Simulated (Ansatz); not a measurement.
**SnO2 (P6_3/mmc): single point from a Python script**

What energy and properties does SnO2 (P6_3/mmc) have at the given structure? Aim: a single point, for SnO2 (P6_3/mmc), run from a script.

All numbers are computed with Ansatz 0.2.0, driven from Python. Level of theory: DFT PBE, plane waves, PAW.

## (1) The system

It takes space group P6_3/mmc (No. 194, hexagonal). Conventional cell: a = 3.231 Å, b = 3.231 Å, c = 10.791 Å, α = 90.00°, β = 90.00°, γ = 120.00°. Sn (site symmetry -3m) has 6 O at 2.12 Å as nearest neighbours. Around O (site symmetry 3m) lie 3 Sn at 2.12 Å.

No structure file is read: the coordinates are typed or built in the script.

## (2) Script

Input file scf.py:

```python
from pathlib import Path

import ansatz
import numpy as np


def main() -> None:
    crystal = (
        ansatz.Lattice.from_parameters(3.23057562, 3.23057562, 10.790562, alpha=90, beta=90, gamma=120)
        .space_group(194)
        .atom('Sn', (0.0, 0.0, 0.5))
        .atom('O', (2 / 3, 1 / 3, 0.405862))
    )

    calc = (
        crystal.calculation()
        .kpoints(6, 6, 2)
        .occupations(ansatz.OccupationsMethod.FIXED)
        .density()
        .potential()
        .electron_localization_function()
        .output_files(volumetric_format='npy')
        .band_table()
        .forces()
        .stress()
    )
    result = calc.run(threads=1)
    data = result.report

    n_atoms = len(data['lattice']['sites'])
    print('F =', round(data['free_energy_ev'], 4), 'eV for', n_atoms, 'atoms')
    print('E(sigma -> 0) =', round(data['energy_sigma0_ev'], 4), 'eV, TS =', round(data['entropy_ts_ev'], 5), 'eV')
    print('closed by', data['closed_by'], 'after', data['n_iterations'], 'iterations')

    folder = Path(result.write_results('fields'))
    for name in sorted(p.name for p in folder.glob('*.npy')):
        field = np.load(folder / name)
        print(f'{name:16s} {str(field.shape):16s} min {field.min():10.4f}  mean {field.mean():10.4f}  max {field.max():10.4f}')

    print('band  energy (eV)  occupation, at k =', data['kpoints_frac'][0])
    for band, (e, occ) in enumerate(zip(data['eigenvalues_ev'][0], data['occupations'][0]), start=1):
        print(f'{band:4d} {e:12.4f} {occ:9.4f}')

    edges = data.get('band_edges_ev')
    if edges:
        print(f'band edges on the mesh: {edges[0]:.3f} and {edges[1]:.3f} eV, gap {edges[1] - edges[0]:.3f} eV')
    else:
        print('no band edges reported; Fermi level', round(data['fermi_energy_ev'], 3), 'eV')

    print('forces (eV/A)')
    for site, force in zip(result.lattice.sites, data['forces_ev_ang']):
        print(f'  {site.symbol:2s} {force[0]:9.4f} {force[1]:9.4f} {force[2]:9.4f}')

    stress = np.array(data['stress_gpa'])
    print(f'pressure {np.trace(stress) / 3:.3f} GPa')
    print(np.round(stress, 3) + 0.0)


if __name__ == '__main__':
    main()
```

## (3) Launch

On the command line:

```sh
python scf.py
```

Q: Predict the main results. Wanted: free energy; gap on the mesh; pressure; largest force; highest ELF outside the cores.

The runs gave:

```
                     quantity                                            value
                  free energy              -14317.0215 eV (-2386.1702 eV/atom)
              gap on the mesh                                          2.13 eV
                     pressure                                        -0.38 GPa
                largest force                                       0.095 eV/Å
highest ELF outside the cores  0.88, beside O, off the lines to its neighbours
```

In words: On the mesh the gap is 2.13 eV; the true edges may lie between its points. Semilocal functionals usually give gaps below the measured ones. The pressure is near zero, so the volume is close to this level's equilibrium. Forces reach 0.10 eV/Å, so the atoms aren't at rest. Notes:
- Pressure is positive in compression.
- No functional is typed, so the default, PBE, holds.
- Densities and potentials on the grid are those of the valence electrons, and inside the cores they hang on the potentials used.
- This cell is a computed structure, which may not be the phase found in nature.
- Gaps and levels are Kohn-Sham values on a finite set of k-points, without spin-orbit coupling.
